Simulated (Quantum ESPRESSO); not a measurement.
# TaN (Fm-3m) in Quantum ESPRESSO: notebook, part 3 of 4

Quantum ESPRESSO 7.5. The steps go on from the part before.

## Step 4: Phonons, PBE+D3(BJ)

Input file pw.in:

```
&CONTROL
  calculation = 'scf'
  prefix = 'pwscf'
  outdir = './tmp'
  pseudo_dir = './pseudo'
  tprnfor = .true.
  tstress = .true.
  disk_io = 'low'
/
&SYSTEM
  ibrav = 0
  nat = 2
  ntyp = 2
  ecutwfc = 52
  ecutrho = 312
  nbnd = 15
  occupations = 'smearing'
  smearing = 'mv'
  degauss = 0.01469973
  vdw_corr = 'grimme-d3'
  dftd3_version = 4
  dftd3_threebody = .false.
/
&ELECTRONS
  conv_thr = 4d-10
  electron_maxstep = 120
  mixing_beta = 0.5
/
ATOMIC_SPECIES
Ta   180.9479 Ta.GGA_PBE-JTH.UPF
N     14.0070 N.GGA_PBE-JTH.UPF
CELL_PARAMETERS angstrom
   0.0000000000    2.2113230000    2.2113230000
   2.2113230000    0.0000000000    2.2113230000
   2.2113230000    2.2113230000    0.0000000000
ATOMIC_POSITIONS crystal
Ta     0.5000000000    0.5000000000    0.5000000000
N      0.0000000000    0.0000000000    0.0000000000
K_POINTS automatic
10 10 10 0 0 0
```

Input file relax.in:

```
&CONTROL
  calculation = 'vc-relax'
  prefix = 'pwscf'
  outdir = './tmp'
  pseudo_dir = './pseudo'
  tprnfor = .true.
  tstress = .true.
  disk_io = 'low'
  nstep = 40
  forc_conv_thr = 0.0001
  etot_conv_thr = 1d-06
/
&SYSTEM
  ibrav = 0
  nat = 2
  ntyp = 2
  ecutwfc = 52
  ecutrho = 312
  nbnd = 15
  occupations = 'smearing'
  smearing = 'mv'
  degauss = 0.01469973
  vdw_corr = 'grimme-d3'
  dftd3_version = 4
  dftd3_threebody = .false.
/
&ELECTRONS
  conv_thr = 4d-10
  electron_maxstep = 120
  mixing_beta = 0.5
/
&IONS
  ion_dynamics = 'bfgs'
/
&CELL
  cell_dynamics = 'bfgs'
  press = 0
  press_conv_thr = 0.2
/
ATOMIC_SPECIES
Ta   180.9479 Ta.GGA_PBE-JTH.UPF
N     14.0070 N.GGA_PBE-JTH.UPF
CELL_PARAMETERS angstrom
   0.0000000000    2.2113230000    2.2113230000
   2.2113230000    0.0000000000    2.2113230000
   2.2113230000    2.2113230000    0.0000000000
ATOMIC_POSITIONS crystal
Ta     0.5000000000    0.5000000000    0.5000000000
N      0.0000000000    0.0000000000    0.0000000000
K_POINTS automatic
10 10 10 0 0 0
```

Input file scf2.in:

```
&CONTROL
  calculation = 'scf'
  prefix = 'pwscf'
  outdir = './tmp'
  pseudo_dir = './pseudo'
  tprnfor = .true.
  tstress = .true.
  disk_io = 'low'
/
&SYSTEM
  ibrav = 0
  nat = 2
  ntyp = 2
  ecutwfc = 52
  ecutrho = 312
  nbnd = 15
  occupations = 'smearing'
  smearing = 'mv'
  degauss = 0.01469973
  vdw_corr = 'grimme-d3'
  dftd3_version = 4
  dftd3_threebody = .false.
/
&ELECTRONS
  conv_thr = 1d-13
  electron_maxstep = 120
  mixing_beta = 0.5
  startingpot = 'file'
  startingwfc = 'file'
/
ATOMIC_SPECIES
Ta   180.9479 Ta.GGA_PBE-JTH.UPF
N     14.0070 N.GGA_PBE-JTH.UPF
CELL_PARAMETERS angstrom
   0.0000000000    2.1912633598    2.1912633598
   2.1912633598    0.0000000000    2.1912633598
   2.1912633598    2.1912633598    0.0000000000
ATOMIC_POSITIONS crystal
Ta     0.5000000000    0.5000000000    0.5000000000
N      0.0000000000    0.0000000000    0.0000000000
K_POINTS automatic
10 10 10 0 0 0
```

Input file d3hess.in:

```
&INPUT
  prefix = 'pwscf'
  outdir = './tmp'
  step = 0.001
/
```

Input file ph.in:

```
phonons of TaN
&INPUTPH
  prefix = 'pwscf'
  outdir = './tmp'
  tr2_ph = 1d-18
  fildyn = 'dyn'
  niter_ph = 90
  alpha_mix(1) = 0.4
/
0.0000000000 0.0000000000 0.0000000000
```

Input file dynmat.in:

```
&INPUT
  fildyn = 'dyn'
  asr = 'crystal'
  filout = 'dynmat.disp'
  fileig = 'dynmat.eig'
/
```

Potentials or basis: JTH 2.0 PBE.

The run is started by

```bash
$ OMP_NUM_THREADS=1 pw.x -in pw.in > pw.out
$ OMP_NUM_THREADS=1 pw.x -in relax.in > relax.out
$ OMP_NUM_THREADS=1 pw.x -in scf2.in > scf2.out
$ OMP_NUM_THREADS=1 d3hess.x -in d3hess.in > d3hess.out
$ OMP_NUM_THREADS=1 ph.x -in ph.in > ph.out
$ OMP_NUM_THREADS=1 dynmat.x -in dynmat.in > dynmat.out
```

pw.out:

```text
This program is part of the open-source Quantum ESPRESSO suite
     for quantum simulation of materials; please cite
         "P. Giannozzi et al., J. Phys.:Condens. Matter 21 395502 (2009);
         "P. Giannozzi et al., J. Phys.:Condens. Matter 29 465901 (2017);
         "P. Giannozzi et al., J. Chem. Phys. 152 154105 (2020);
     in publications or presentations arising from this work. More details at

     file Ta.GGA_PBE-JTH.UPF: wavefunction(s)  5S 6S 5P 6P 5D 0D renormalized
     file N.GGA_PBE-JTH.UPF: wavefunction(s)  0S 0P renormalized
     Message from routine setup:
     using ibrav=0 with symmetry is DISCOURAGED, use correct ibrav instead

     G-vector sticks info
     --------------------
     sticks:   dense  smooth     PW     G-vecs:    dense   smooth      PW
     Sum         745     499    163                13635     7391    1363

     Using Slab Decomposition

     bravais-lattice index     =            0
     lattice parameter (alat)  =       5.9097  a.u.
     unit-cell volume          =     145.9430 (a.u.)^3
     number of atoms/cell      =            2
     number of atomic types    =            2
     number of electrons       =        18.00
     number of Kohn-Sham states=           15
     kinetic-energy cutoff     =      52.0000  Ry
     charge density cutoff     =     312.0000  Ry
     scf convergence threshold =      4.0E-10
     mixing beta               =       0.5000
     number of iterations used =            8  plain     mixing
     Exchange-correlation= SLA PW PBX PBC
                           (   1   4   3   4   0   0   0)

     celldm(1)=   5.909708  celldm(2)=   0.000000  celldm(3)=   0.000000
     celldm(4)=   0.000000  celldm(5)=   0.000000  celldm(6)=   0.000000

     crystal axes: (cart. coord. in units of alat)
               a(1) = (   0.000000   0.707107   0.707107 )
               a(2) = (   0.707107   0.000000   0.707107 )
               a(3) = (   0.707107   0.707107   0.000000 )

     reciprocal axes: (cart. coord. in units 2 pi/alat)
               b(1) = ( -0.707107  0.707107  0.707107 )
               b(2) = (  0.707107 -0.707107  0.707107 )
               b(3) = (  0.707107  0.707107 -0.707107 )

     PseudoPot. # 1 for Ta read from file:
     Ta.GGA_PBE-JTH.UPF
[... 44 lines left out ...]
         N          2.014            39.35
         N          2.990            31.16
         Ta         0.000          2327.65
         Ta         1.946          1319.50
         Ta         2.899           917.54

       Values used:

         atom   Coordination number  R0_AB[au]  C6      C8
         Ta        16.634            3.872    917.54 163439.10
         N          5.940            2.478     31.16    687.49

         Molecular C6 ( Ry / a.u.^6 ) =      1271.92

     number of k points=    47  Marzari-Vanderbilt smearing, width (Ry)=  0.0147
                       cart. coord. in units 2pi/alat
        k(    1) = (   0.0000000   0.0000000   0.0000000), wk =   0.0020000
        k(    2) = (   0.0707107   0.0707107  -0.0707107), wk =   0.0160000
        k(    3) = (   0.1414214   0.1414214  -0.1414214), wk =   0.0160000
        k(    4) = (   0.2121320   0.2121320  -0.2121320), wk =   0.0160000
        k(    5) = (   0.2828427   0.2828427  -0.2828427), wk =   0.0160000
        k(    6) = (  -0.3535534  -0.3535534   0.3535534), wk =   0.0080000
[... 39 lines left out ...]
        k(   46) = (  -0.0707107  -0.3535534   0.6363961), wk =   0.0480000
        k(   47) = (  -0.7071068   0.2828427   0.0000000), wk =   0.0240000

     Dense  grid:    13635 G-vectors     FFT dimensions: (  36,  36,  36)

     Smooth grid:     7391 G-vectors     FFT dimensions: (  27,  27,  27)

     Check: negative core charge=   -0.000016

     Initial potential from superposition of free atoms

     starting charge      17.9991, renormalised to      18.0000
     Starting wfcs are   26 randomized atomic wfcs

     Self-consistent Calculation

     iteration #  1     ecut=    52.00 Ry     beta= 0.50
     Davidson diagonalization with overlap
     ethr =  1.00E-02,  avg # of iterations =  2.9

     total energy              =    -755.35810215 Ry
     estimated scf accuracy    <       0.49757389 Ry
[... 71 lines left out ...]
     iteration # 12     ecut=    52.00 Ry     beta= 0.50
     Davidson diagonalization with overlap
     ethr =  3.01E-12,  avg # of iterations =  2.0

     End of self-consistent calculation

          k = 0.0000 0.0000 0.0000 (   941 PWs)   bands (ev):

   -48.5691 -14.7805 -14.7805 -14.7805   2.3273  17.2555  17.2555  17.2555
    18.9733  18.9733  18.9733  21.0898  21.0898  22.4071  30.3973

          k = 0.0707 0.0707-0.0707 (   917 PWs)   bands (ev):
[... 146 lines left out ...]
   -48.5008 -15.4600 -15.0469 -15.0469   3.5637  14.4205  15.6810  16.4339
    16.4339  23.0925  24.4859  24.4859  25.3914  27.6433  29.8407

          k = 0.2828 0.1414 0.0000 (   926 PWs)   bands (ev):

   -48.5412 -15.1367 -14.9041 -14.8317   3.5362  13.2917  15.1648  15.5386
    18.7594  21.4561  21.8317  22.4351  24.3905  27.1583  34.0030

          k = 0.3536 0.2121-0.0707 (   925 PWs)   bands (ev):
[... 71 lines left out ...]
   -48.5007 -15.3199 -15.1922 -15.0676   4.1278  13.9012  14.2869  14.4163
    19.7468  21.9424  24.4970  24.7581  25.5835  30.1880  31.8369

     the Fermi energy is    21.0576 ev

!    total energy              =    -755.55147225 Ry
     total all-electron energy =      -755.551472 Ry
     estimated scf accuracy    <          1.9E-10 Ry
     smearing contrib. (-TS)   =      -0.00001628 Ry
     internal energy E=F+TS    =    -755.55145597 Ry

     The total energy is F=E-TS. E is the sum of the following terms:
     one-electron contribution =      -2.31096586 Ry
     hartree contribution      =      16.24848128 Ry
     xc contribution           =     -33.07198674 Ry
     ewald contribution        =    -123.37630299 Ry
     DFT-D3 Dispersion         =      -0.06821765 Ry
     one-center paw contrib.   =    -612.97246402 Ry

     convergence has been achieved in  12 iterations

     Forces acting on atoms (cartesian axes, Ry/au):

     atom    1 type  1   force =     0.00000000    0.00000000    0.00000000
     atom    2 type  2   force =     0.00000000   -0.00000000    0.00000000

     Total force =     0.000000     Total SCF correction =     0.000000

     Computing stress (Cartesian axis) and pressure

          total   stress  (Ry/bohr**3)                   (kbar)     P=      -90.28
  -0.00061368   0.00000000   0.00000000          -90.28        0.00        0.00
   0.00000000  -0.00061368   0.00000000            0.00      -90.28        0.00
   0.00000000   0.00000000  -0.00061368            0.00        0.00      -90.28

=------------------------------------------------------------------------------=
   JOB DONE.
=------------------------------------------------------------------------------=
```

relax.out:

```text
This program is part of the open-source Quantum ESPRESSO suite
     for quantum simulation of materials; please cite
         "P. Giannozzi et al., J. Phys.:Condens. Matter 21 395502 (2009);
         "P. Giannozzi et al., J. Phys.:Condens. Matter 29 465901 (2017);
         "P. Giannozzi et al., J. Chem. Phys. 152 154105 (2020);
[... 2469 lines left out ...]
   0.00000000  -0.00000477   0.00000000            0.00       -0.70        0.00
   0.00000000   0.00000000  -0.00000477            0.00        0.00       -0.70

=------------------------------------------------------------------------------=
   JOB DONE.
=------------------------------------------------------------------------------=
```

It took 5.2 min on 1 thread of Arm Neoverse V2, shared host; peak memory 0.13 GiB.

What came out:

```yaml
Free_energy: -10279.8175 eV
Relaxed_volume: 10.52 Å³/atom
Relaxed_cell: a = 3.099 Å, b = 3.099 Å, c = 3.099 Å, α = 60.00°, β = 60.00°, γ = 60.00°
Space_group_after_relaxing_to_0.05_Å: Fm-3m (No. 225)
Pressure_after_relaxing: -0.1 GPa
Band_gap_on_the_k_mesh: none (metal or under the smearing width)
Highest_phonon_frequency_at_Γ: 401 cm⁻¹
```

Step by step:
| step | energy change (eV) | largest force (eV/Å) | pressure (GPa) | volume (Å³) |
| --- | --- | --- | --- | --- |
| 1 | 0.0000 | 0.0000 | -9.03 | 21.63 |
| 2 | -0.0084 | 0.0000 | 6.96 | 20.65 |
| 3 | -0.0168 | 0.0000 | -0.30 | 21.06 |
| 4 | -0.0168 | 0.0000 | -0.01 | 21.04 |
| 5 | -0.0168 | 0.0000 | 0.01 | 21.04 |

Final structure:
```cif
data_structure
_symmetry_space_group_name_H-M 'P 1'
_symmetry_Int_Tables_number 1
_cell_length_a 3.0989
_cell_length_b 3.0989
_cell_length_c 3.0989
_cell_angle_alpha 60.000
_cell_angle_beta 60.000
_cell_angle_gamma 60.000
_cell_volume 21.04
loop_
_atom_site_label
_atom_site_type_symbol
_atom_site_fract_x
_atom_site_fract_y
_atom_site_fract_z
_atom_site_occupancy
Ta1 Ta 0.50000 0.50000 0.50000 1
N1 N 0.00000 0.00000 0.00000 1
```

Levels at points of the mesh, in eV from the Fermi level:
```csv
k point,band 7,band 8,band 9,band 10,band 11,band 12
"(0.00, 0.00, 0.00)",-3.88,-3.88,-2.16,-2.16,-2.16,0.04
"(0.00, 0.00, -0.50)",-7.67,-7.67,1.91,1.91,2.01,3.82
"(0.00, -0.50, -0.50)",-5.56,-4.69,-4.69,2.12,3.58,3.58
```

Phonon frequencies in cm⁻¹ (negative: imaginary):
| q point | frequencies |
| --- | --- |
| (0.000, 0.000, 0.000) | 3 3 3 401 401 401 |

Optical modes at Γ, degenerate ones joined:
```tsv
cm⁻¹	components	symmetry	active in
401	3	T1u	IR
```

Caveat: pairwise dispersion overbinds metals, which lowers pressure and volume. The run has no spin-orbit coupling, so splittings on Ta are missing.

[end of part 3 of 4]
